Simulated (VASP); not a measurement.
Write the native input for VASP 6.6.1 that does the following.

| Item | Value |
| --- | --- |
| Task | relaxation of cell and atoms |
| Functional | PBE |
| Potentials or basis | VASP PAW PBE potentials, release 64 (Al, N) |
| Cutoff | 600 eV |
| k mesh | 4 × 4 × 8 |
| Occupations | gaussian, width 0.02 eV |
| Spin | no spin polarisation |
| Dipole correction | no |
| Further INCAR settings | ALGO = Normal; EDIFF = 1e-07; IBRION = 2; EDIFFG = -0.01; NSW = 100; ISIF = 3 |

The structure of AlN lies in POSCAR:

```
AlN
1.0
    5.3285990995      0.0000000000      0.0000000000
    0.0000000000      5.3285990995      0.0000000000
    0.0000000000      0.0000000000      3.1217719483
Al N
4 4
Direct
    0.6769562196      0.6769562196      0.0000000000
    0.1769562196      0.8230437804      0.5000000000
    0.8230437804      0.1769562196      0.5000000000
    0.3230437804      0.3230437804      0.0000000000
    0.8153780411      0.8153780411      0.5000000000
    0.1846219589      0.1846219589      0.5000000000
    0.6846219589      0.3153780411      0.0000000000
    0.3153780411      0.6846219589      0.0000000000
```

The cell was built by a generator and needn't be a form met in nature.

One way to write it, as run:

INCAR

```
SYSTEM = AlN
PREC     = Accurate       ! precision mode
ENCUT    = 600            ! plane-wave cutoff, eV
EDIFF    = 1E-7           ! SCF threshold, eV
ISMEAR   = 0              ! smearing method
SIGMA    = 0.02           ! smearing width, eV
LREAL    = .False.        ! projectors in reciprocal space
LASPH    = .True.         ! aspherical terms in the spheres
NELM     = 80             ! most SCF steps
ALGO     = Normal         ! electronic algorithm
ISIF     = 3              ! what is computed and relaxed
LWAVE    = .False.        ! write WAVECAR
LCHARG   = .False.        ! write CHGCAR
GGA      = PE             ! functional
IBRION   = 2              ! ionic algorithm
NSW      = 100            ! ionic steps
EDIFFG   = -0.01          ! ionic threshold
```

KPOINTS

```
Automatic mesh
0
Gamma
  4 4 8
  0 0 0
```

Potentials or basis: VASP PAW PBE potentials, release 64 (Al, N).

Run with:

```bash
$ cat potpaw_PBE.64/Al/POTCAR potpaw_PBE.64/N/POTCAR > POTCAR
$ mpirun -np 1 vasp_std > vasp.out
```

It gave:

```
Relaxed volume                         : 11.06 Å³/atom
Relaxed cell                           : a = 5.326 Å, b = 5.326 Å, c = 3.120 Å, α = 90.00°, β = 90.00°, γ = 90.00°
Space group after relaxing (to 0.05 Å) : P4_2/mnm (No. 136)
Energy gained by relaxing              : 0.0 meV/atom
Ionic steps                            : 3
Pressure after relaxing                : 0.0 GPa
Band gap on the k mesh                 : 3.76 eV, direct
```

Run time: 78 s on 1 thread of Intel(R) Xeon(R) Platinum 8488C (Sapphire Rapids), on a shared host, peak memory 0.26 GiB.
